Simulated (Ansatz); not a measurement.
# Random displacements in SnO2

These are results of Ansatz 0.2.0, DFT PBE, scalar-relativistic, plane waves, PAW, not measurements. The runs took a 420 eV cutoff, a Γ-centred 6×6×8 mesh and Gaussian smearing (0.05 eV). No spin polarisation. Energies are free energies at this smearing, counted from the undisturbed cell; pressure is positive in compression.

The starting cell (as given, not relaxed at this level):

```
CELL_PARAMETERS angstrom
4.73735 0.00000 0.00000
0.00000 4.73735 0.00000
0.00000 0.00000 3.18640
ATOMIC_POSITIONS crystal
Sn 0.00000 0.00000 0.00000
Sn 0.50000 0.50000 0.50000
O 0.30562 0.30562 0.00000
O 0.19438 0.80562 0.50000
O 0.69438 0.69438 0.00000
O 0.80562 0.19438 0.50000
```

The atoms are displaced (Å, in the unstrained cell):

```
atom ux uy uz
 Sn1  -0.007  -0.008  -0.033
 Sn2  -0.024  -0.009  -0.040
  O3  -0.024   0.025   0.004
  O4   0.041   0.013   0.017
  O5   0.006  -0.008   0.065
  O6   0.008  -0.013  -0.013
```

Strain (Voigt, engineering shear): (0.0054, 0.0123, 0.0079, 0.0469, -0.0247, -0.0370).

Task: What are the energy change, the stress and the forces?

Result: ΔE = 21.6 meV/atom; stress (xx, yy, zz, yz, xz, xy; compression positive) (6.29, 6.20, 7.58, -5.19, 1.51, 7.38) GPa; gap on the mesh 0.97 eV.
```csv
atom,Fx (eV/Å),Fy,Fz
Sn1,0.30,-0.17,0.66
Sn2,0.27,-0.08,1.47
O3,0.01,-0.15,-0.39
O4,-0.28,0.22,-0.05
O5,0.05,-0.09,-1.28
O6,-0.34,0.27,-0.42
```

Cost: 1 run of about 0.37 core-minutes, on Intel Xeon 6975P-C (Granite Rapids) (shared hosts).